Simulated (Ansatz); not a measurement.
**HfO2 under strain: 177Hf nuclear quadrupole resonance**

Cell: an entry of the Crystallography Open Database (COD), relaxed with PBE at fixed cell and then changed (z stretched by 1 %, ions relaxed).

```cif
data_structure
_symmetry_space_group_name_H-M 'P 1'
_symmetry_Int_Tables_number 1
_cell_length_a 5.1180
_cell_length_b 5.1857
_cell_length_c 5.3356
_cell_angle_alpha 90.000
_cell_angle_beta 99.261
_cell_angle_gamma 90.000
_cell_volume 139.76
loop_
_atom_site_label
_atom_site_type_symbol
_atom_site_fract_x
_atom_site_fract_y
_atom_site_fract_z
_atom_site_occupancy
Hf1 Hf 0.27648 0.04229 0.20850 1
Hf2 Hf 0.72352 0.54229 0.29150 1
Hf3 Hf 0.72352 0.95771 0.79150 1
Hf4 Hf 0.27648 0.45771 0.70850 1
O5 O 0.44704 0.75783 0.47788 1
O6 O 0.55296 0.25783 0.02212 1
O7 O 0.55296 0.24217 0.52212 1
O8 O 0.44704 0.74217 0.97788 1
O9 O 0.06958 0.33240 0.34564 1
O10 O 0.93042 0.83240 0.15436 1
O11 O 0.93042 0.66760 0.65436 1
O12 O 0.06958 0.16760 0.84564 1
```

Sites (sets of like atoms) are named by element and the number of their first atom in this list.

All values are calculated (Ansatz; DFT, PBE, plane waves and PAW, scalar-relativistic, 420 eV cutoff, Γ-centred 6×6×6 k-points, Fermi–Dirac smearing 0.02 eV), not measured.

177Hf: I = 7/2, Q = 3365 mb (year-2017 value). Static lattice, zero field.

Task: The simulated lines lie at 75.4, 131.6, 200.3 MHz. What are |C_Q|, η and |V_zz| at Hf?

Result: For I = 7/2 and η = 0 the lines are |C_Q|/14 times 1, 2 and 3; η shifts the lowest up most. Here |C_Q| = 938 MHz, η = 0.19 and |V_zz| = 11.53 × 10²¹ V/m². The calculation gives V_zz positive; the lines don't show the sign. The site has 7 O at 2.04–2.26 Å.

Without spin–orbit coupling the gradients at and beside Hf can be off by some per cent, at some sites by more.
